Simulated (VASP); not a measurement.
Write the native input for VASP 6.6.1 that does the following.

* Task: relaxation of cell and atoms
* Functional: PBE
* Potentials or basis: VASP PAW PBE potentials, release 64 (Sb, Se)
* Cutoff: 520 eV
* k mesh: 8 × 8 × 4
* Occupations: gaussian, width 0.1 eV
* Spin: no spin polarisation
* Further INCAR settings: ALGO = Normal; EDIFF = 1e-07; IBRION = 2; POTIM = 0.3; EDIFFG = -0.005; NSW = 60; ISIF = 3

The structure of Sb2Se3 lies in POSCAR:

```
Sb2Se3                                  
1.0
    4.0666920094     -0.0000000000      0.0000000000
   -2.0333460047      3.5218585910      0.0000000000
   -0.0000000000     -0.0000000000     10.4683540464
  Sb              Se            
     2     3
Direct
     0.6666666699999979    0.3333333300000021    0.8191966252974576
     0.3333333300000021    0.6666666699999979    0.1808033747025424
     0.6666666699999979    0.3333333300000021    0.3294213781401433
     0.3333333300000021    0.6666666699999979    0.6705786218598564
     0.0000000000000000    1.0000000000000000    0.0000000000000000
```

The cell was built by a generator and needn't be a form met in nature.

These files were run (other wordings do the same):

INCAR

```
SYSTEM = Sb2Se3
ALGO = Normal
EDIFF = 1E-7
EDIFFG = -0.005
ENCUT = 520
GGA = PE
IBRION = 2
ISIF = 3
ISMEAR = 0
KPAR = 4
LASPH = .True.
LCHARG = .False.
LREAL = .False.
LWAVE = .False.
NELM = 120
NSW = 60
POTIM = 0.3
PREC = Accurate
SIGMA = 0.1
```

KPOINTS

```
k-points
0
Gamma
  8 8 4
  0 0 0
```

Potentials or basis: VASP PAW PBE potentials, release 64 (Sb, Se).

Launch:

```console
$ cat potpaw_PBE.64/Sb/POTCAR potpaw_PBE.64/Se/POTCAR > POTCAR
$ mpirun -np 4 vasp_std > vasp.out
```

It gave:

The relaxed volume is 30.00 Å³/atom, the relaxed cell is a = 4.068 Å, b = 4.068 Å, c = 10.470 Å, α = 90.00°, β = 90.00°, γ = 120.00° and the space group after relaxing (to 0.05 Å) is P-3m1 (No. 164). The energy gained by relaxing is 0.0 meV/atom. The ionic steps are 2. The pressure after relaxing is 0.0 GPa and the largest force after relaxing is 0.004 eV/Å. The band gap on the k mesh is 0.43 eV, direct.

Caveat: spin-orbit coupling is left out, which moves the levels of the heavy elements; this functional lacks dispersion, which binds the layers, so the pressure and a relaxed spacing across them are unreliable.

It took 37 s on 4 MPI ranks on Intel(R) Xeon(R) Platinum 8559C (Emerald Rapids), with other jobs on the host, peak memory 0.31 GiB a rank.
